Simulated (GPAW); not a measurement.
# TiO2 (Anatase) (I4_1/amd) in GPAW: single point with PBE

Aim: the single point of TiO2 (Anatase) with PBE.

Program: GPAW 26.7.0. These are calculated values, not measurements. Logs are shortened: lines on timing, memory, paths and dates and some standing lists are left out, and cuts for length are marked. The log counts tension as positive stress, the text compression.

## Step 1: The crystal as given

It takes space group I4_1/amd (No. 141, tetragonal). The conventional cell has a = 3.784 Å, b = 3.784 Å, c = 9.515 Å, α = 90.00°, β = 90.00°, γ = 90.00°. Around Ti (site symmetry -4m2) lie 6 O at 1.93 to 1.98 Å. Around O (site symmetry 2mm) lie 3 Ti at 1.93 to 1.98 Å.

## Step 2: Single point, PBE

Contents of run.py:

```python
from ase import Atoms
from ase.dft.bandgap import bandgap
from ase.io import write
from ase.units import GPa
from gpaw import GPAW, PW

atoms = Atoms(['Ti', 'Ti', 'O', 'O', 'O', 'O'],
              cell=[[-1.8921, 1.8921, 4.7573],
                    [1.8921, -1.8921, 4.7573],
                    [1.8921, 1.8921, -4.7573]],
              scaled_positions=[[0.75, 0.25, 0.5],
                                [0.0, 0.0, 0.0],
                                [0.7919, 0.7919, 0.0],
                                [0.5419, 0.0419, 0.5],
                                [0.9581, 0.4581, 0.5],
                                [0.2081, 0.2081, 0.0]],
              pbc=True)

calc = GPAW(mode=PW(600),
            xc='PBE',
            kpts={'size': (8, 8, 8), 'gamma': True},
            occupations={'name': 'fermi-dirac', 'width': 0.05},
            nbands=43,
            maxiter=120,
            txt='gpaw.txt')
atoms.calc = calc
energy = atoms.get_potential_energy()
forces = atoms.get_forces()
stress = atoms.get_stress()
calc.write('gs.gpw')
write('result.traj', atoms)
print(f'Energy: {energy:.6f} eV')
print('Forces (eV/A):')
print(forces.round(4))
print('Stress (GPa):', (stress / GPa).round(3))
print('Fermi level:', round(calc.get_fermi_level(), 4), 'eV')
print(f'Gap: {bandgap(calc)[0]:.4f} eV, direct: {bandgap(calc, direct=True)[0]:.4f} eV')
```

Potentials or basis: GPAW PAW data sets (gpaw-data 1.2.1), pw.

Run with:

```sh
$ OMP_NUM_THREADS=1 python run.py
```

gpaw.txt:

```text
__  _  _
 | _ |_)|_||  |
 |__||  | ||/\| - 26.7.0

Input parameters:
  mode=PW(ecut=600.0),
  kpts=MonkhorstPack(size=(8, 8, 8), gamma=True),
  maxiter=120,
  nbands=43,
  occupations=Occupations(name='fermi-dirac', width=0.05),
  xc=XC(name='PBE')

Diagonalizing LCAO Hamiltonian
Converting LCAO to pw mode

       O

         O

         Ti

       O O

       Ti

Atoms  # Å, Bohr magnetons
|   | symbol |         x |         y |        z |    initial magnetic moments |
|---|--------|-----------|-----------|----------|-----------------------------|
| 0 |     Ti |  0.000000 |  1.892100 | 2.378650 | ( 0.0000,  0.0000,  0.0000) |
| 1 |     Ti |  0.000000 |  0.000000 | 0.000000 | ( 0.0000,  0.0000,  0.0000) |
| 2 |      O | -0.000000 |  0.000000 | 7.534612 | ( 0.0000,  0.0000,  0.0000) |
| 3 |      O |  0.000000 |  1.892100 | 0.398662 | ( 0.0000,  0.0000,  0.0000) |
| 4 |      O |  0.000000 |  1.892100 | 4.358638 | ( 0.0000,  0.0000,  0.0000) |
| 5 |      O |  0.000000 | -0.000000 | 1.979988 | ( 0.0000,  0.0000,  0.0000) |

Unit cell  # Å
| periodic |         x |         y |         z |  lengths |     angles |
|----------|-----------|-----------|-----------|----------|------------|
|      yes | -1.892100 |  1.892100 |  4.757300 | 5.458204 | 139.434593 |
|      yes |  1.892100 | -1.892100 |  4.757300 | 5.458204 | 139.434593 |
|      yes |  1.892100 |  1.892100 | -4.757300 | 5.458204 |  58.712803 |

Number of symmetries: 8
Symmetry operations  # r_c * U_cc + t_c -> r_c
|   | kind |            matrix            |
|---|------|------------------------------|
| 0 |  σ   |  1, 1, 1,  0, 0,-1,  0,-1, 0 |
| 1 |  E   |  1, 0, 0,  0, 1, 0,  0, 0, 1 |
| 2 |  C2  |  0, 1, 0,  1, 0, 0, -1,-1,-1 |
| 3 |  S4  |  0, 0, 1, -1,-1,-1,  0, 1, 0 |
| 4 |  σ   |  0, 0,-1,  1, 1, 1, -1, 0, 0 |
| 5 |  C2  |  0,-1, 0, -1, 0, 0,  0, 0,-1 |
| 6 |  C2  | -1, 0, 0,  0,-1, 0,  1, 1, 1 |
| 7 |  S4  | -1,-1,-1,  0, 0, 1,  1, 0, 0 |

BZ-sampling:
  Number of BZ points: 512
  Number of IBZ points: 59

  Monkhorst-Pack size: [8, 8, 8]
  Monkhorst-Pack shift: [0.0625, 0.0625, 0.0625]

K-points  # in reciprocal-cell coordinates
|     |                                coordinates |     weight |
|-----|--------------------------------------------|------------|
|   0 | (  0.00000000,   0.00000000,   0.00000000) | 0.00195312 |
|   1 | (  0.12500000,  -0.12500000,   0.00000000) | 0.00781250 |
|   2 | (  0.12500000,  -0.12500000,   0.12500000) | 0.00781250 |
|   3 | (  0.12500000,   0.00000000,   0.00000000) | 0.01562500 |
|   4 | (  0.12500000,   0.12500000,  -0.12500000) | 0.00390625 |
|   5 | (  0.25000000,  -0.25000000,   0.00000000) | 0.00781250 |
|   6 | (  0.25000000,  -0.25000000,   0.12500000) | 0.01562500 |
|   7 | (  0.25000000,  -0.25000000,   0.25000000) | 0.00781250 |
|   8 | (  0.25000000,  -0.12500000,   0.00000000) | 0.03125000 |
|   9 | (  0.25000000,  -0.12500000,   0.12500000) | 0.01562500 |
| ... |                                            |            |
|  58 | (  0.50000000,   0.50000000,   0.50000000) | 0.00195312 |

Plane wave coefficients: 2299
Cutoff: 600.0 eV

Spin-components: 1 (collinear spins)
Bands:           43
Projectors:      32
Spin-degeneracy: 2
Datatype:        complex128

Parallelization:
  kpt:    1
  domain: 1
  band:   1

Density:
  Valence electrons: 48.0
  Components: 1
  Grid points: [32 32 32]
  Charge: 0.0  # |e|

Potential:
  Grid points: [32 32 32]

species:
  Ti:
    name:    Titanium
    Z:       22.0
    valence: 12
    core:    10
    charge:  0.0  # [|e|]
    compensation charges:
      type: gauss
      rc: 0.38  # [Å]
      lmax: 2
    cutoffs:
      filter: 2.23  # [Å]
      core: 1.02  # [Å]
    projectors
    | kind |    occ | energy [eV] | rcut [Å] |
    |------|--------|-------------|----------|
    |   3s |  2.000 |     -62.623 |    1.270 |
    |   4s |  2.000 |      -4.466 |    1.270 |
    |   3p |  6.000 |     -38.862 |    1.058 |
    |   4p |  0.000 |      -1.466 |    1.058 |
    |   3d |  2.000 |      -4.258 |    1.058 |
    |    d |        |      22.953 |    1.058 |

    Using partial waves for Ti as LCAO basis

  O:
    name:    Oxygen
    Z:       8.0
    valence: 6
    core:    2
    charge:  0.0  # [|e|]
    compensation charges:
      type: gauss
      rc: 0.21  # [Å]
      lmax: 2
    cutoffs:
      filter: 1.17  # [Å]
      core: 0.83  # [Å]
    projectors
    | kind |    occ | energy [eV] | rcut [Å] |
    |------|--------|-------------|----------|
    |   2s |  2.000 |     -23.961 |    0.688 |
    |   2p |  4.000 |      -9.029 |    0.598 |
    |    s |        |       3.251 |    0.688 |
    |    p |        |      18.182 |    0.598 |
    |    d |        |       0.000 |    0.619 |

    Using partial waves for O as LCAO basis

Reference energy: -54611.437768  # eV

eigensolver:
  PPCG
  Converge bands: occupied
  niter=2

density mixing:
  MSR1-Mixer
  Pratt-step length: 0.05
  Maximum mixing coefficient: 0.75
  Old densities: 10
  SVD Regularization: 0.005
  Good broyden scale: 1.0
  Trust region scale: 1.0
  Backstep threshold: 4.0
  History deletion threshold: 6.0
  Fourier metric: weight=20.0, sigma=0.015

occupation numbers:
  Fermi-Dirac:
    width: 0.0500  # eV

poisson solver:
  ecut: 4800.0  # eV

xc functional:
  name: PBE with 2 nearest neighbor stencil

convergence criteria:
- Maximum [total energy] change in last 3 cyles: 0.0005 eV / valence electron
- Maximum integral of absolute [dens]ity change: 0.0001 electrons / valence electron
- Maximum integral of absolute [eigenst]ate change: 4e-08 eV^2 / valence electron
maximum number of iterations: 120

SCF iterations
|iter     | |      energy | eigst |  dens |
|---------|-|-------------|-------|-------|
|iter:   1| |  -61.215843 | -0.16 |       |
|iter:   2| |  -58.218674 | -1.89 | -0.78 |
|iter:   3| |  -52.551175 | -0.68 | -0.84 |
|iter:   4| |  -52.053050 | -1.86 | -1.31 |
|iter:   5| |  -52.027488 | -2.56 | -1.59 |
|iter:   6| |  -52.017558 | -3.46 | -2.00 |
|iter:   7| |  -52.017665c| -4.67 | -2.88 |
|iter:   8| |  -52.017699c| -5.81 | -3.40 |
|iter:   9| |  -52.017699c| -6.90 | -3.96 |
|iter:  10| |  -52.017699c| -7.49c| -4.21c|

Converged in 10 steps
Energy contributions relative to reference atoms: (reference = -54611.437768)

Energy contributions:
  Kinetic:          58.404266
  Coulomb:         -67.229653
  Zero:              0.962266
  External:          0.000000
  Xc:              -44.154578
  Entropy:          -0.000000
  Spinorbit:         0.000000
  ----------------------------
  Free energy:     -52.017699
  Extrapolated:    -52.017699

dipole moment: (-26.560107, -6.879741, 11.350079)  # |e|*Ang

Fermi level: 5.127
Eigenvalues  # (at kpt = [0.000, 0.000, 0.000])
| band index |      eig [eV] | occ [0-2] |
|------------|---------------|-----------|
|          0 |       -52.202 |     2.000 |
|        ... |               |           |
|         16 |         2.053 |     2.000 |
|         17 |         2.053 |     2.000 |
|         18 |         2.105 |     2.000 |
|         19 |         3.360 |     2.000 |
|         20 |         3.375 |     2.000 |
|         21 |         3.375 |     2.000 |
[... 8 lines left out ...]
|         30 |         9.194 |     0.000 |
|         31 |         9.475 |     0.000 |
|        ... |               |           |
|         42 |        22.603 |     0.000 |

Gap: 2.173 eV
Transition (v -> c):
  (s=0, k=15, n=23, [0.38, -0.38, 0.00]) -> (s=0, k=0, n=24, [0.00, 0.00, 0.00])
Direct/indirect transitions are different
Direct gap: 2.474 eV
Transition at: (s=0, k=13, n=23, [0.25, 0.25, -0.25])

Forces  # eV/Ang
|       x |       y |        z |
|---------|---------|----------|
| 0.00000 | 0.00000 |  0.00000 |  # Ti   0
| 0.00000 | 0.00000 |  0.00000 |  # Ti   1
| 0.00000 | 0.00000 | -0.12954 |  # O    2
| 0.00000 | 0.00000 | -0.12948 |  # O    3
| 0.00000 | 0.00000 |  0.12948 |  # O    4
| 0.00000 | 0.00000 |  0.12954 |  # O    5

Stress tensor  # eV/Ang^3
|         x |         y |         z |
|-----------|-----------|-----------|
| -0.001670 |  0.000000 | -0.000000 |
|  0.000000 | -0.001670 | -0.000000 |
| -0.000000 | -0.000000 | -0.009351 |

# Writing to gs.gpw (mode='')
```

It took 2.7 min on 1 thread of Arm Neoverse V1, shared host; peak memory 0.32 GiB.

What came out:

```
Free energy            : -52.0177 eV
Pressure               : 0.7 GPa
Largest force          : 0.130 eV/Å
Band gap on the k mesh : 2.17 eV, indirect (least direct gap 2.47 eV)
```

Forces in eV/Å, atoms in the order of the input:
```
Ti   0.000  0.000  0.000
Ti   0.000  0.000  0.000
O    0.000  0.000 -0.130
O    0.000  0.000 -0.129
O    0.000  0.000  0.129
O    0.000  0.000  0.130
```

Caveat: the cutoff is short for stress and forces, so pressures can be off by a GPa or more. A hybrid or GW would open this gap; PBE tends to underestimate it.
